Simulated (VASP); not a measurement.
Wanted: the native input for a VASP 6.6.1 run.

```yaml
Task: dielectric tensor
Functional: LDA
Potentials_or_basis: VASP PAW LDA potentials, release 64 (Hf_pv, O)
Cutoff: 600 eV
k_mesh: 6 × 6 × 6
Occupations: gaussian, width 0.03 eV
Spin: no spin polarisation
Monkhorst-Pack_mesh: no
Further_INCAR_settings: ALGO = Fast; EDIFF = 1e-08
```

The structure of HfO2 lies in POSCAR:

```
HfO2                                    
1.0
    5.0305706575      0.0000000000     -0.0091794870
    0.0000000000      5.1248526763      0.0000000000
   -0.8534431469      0.0000000000      5.1204397889
  Hf              O             
     4     8
Direct
     0.2779187591375242    0.0424964240859532    0.2079258632474874
     0.7220812408624758    0.5424964240859533    0.2920741367525198
     0.7220812408624758    0.9575035759140467    0.7920741367525126
     0.2779187591375242    0.4575035759140468    0.7079258632474874
     0.4461256066269617    0.7586382473184257    0.4820377630011635
     0.5538743933730382    0.2586382473184257    0.0179622369988365
     0.5538743933730382    0.2413617526815744    0.5179622369988366
     0.4461256066269617    0.7413617526815743    0.9820377630011634
     0.0734899413280169    0.3419558073955296    0.3366801934941266
     0.9265100586719832    0.8419558073955367    0.1633198065058734
     0.9265100586719832    0.6580441926044633    0.6633198065058734
     0.0734899413280169    0.1580441926044705    0.8366801934941266
```

These files were run (other wordings do the same):

INCAR

```
SYSTEM = HfO2
  PREC = Accurate
  ENCUT = 600
  EDIFF = 1E-8
  ISMEAR = 0
  SIGMA = 0.03
  LREAL = .FALSE.
  LASPH = .TRUE.
  NELM = 80
  ALGO = Fast
  ISIF = 2
  LWAVE = .FALSE.
  LCHARG = .FALSE.
  GGA = CA
  LEPSILON = .TRUE.
  KPAR = 4
```

KPOINTS

```
regular mesh
0
G
  6 6 6
  0 0 0
```

Potentials or basis: VASP PAW LDA potentials, release 64 (Hf_pv, O).

Launch:

```console
$ cat potpaw_LDA.64/Hf_pv/POTCAR potpaw_LDA.64/O/POTCAR > POTCAR
$ mpirun -np 4 vasp_std > vasp.out
```

It gave:

The band gap on the k mesh is 3.94 eV, indirect (least direct gap 4.04 eV), the electronic dielectric tensor (diagonal) is 5.01, 5.05, 4.71 and the born charges (mean of the diagonal) is Hf +5.14; O -2.55, -2.59 e.

Caveat: spin-orbit coupling is left out, which moves the levels of the heavy elements.

It took 20 min on 4 MPI ranks on Intel(R) Xeon(R) Platinum 8488C (Sapphire Rapids) (shared host), peak memory 1.6 GiB a rank.
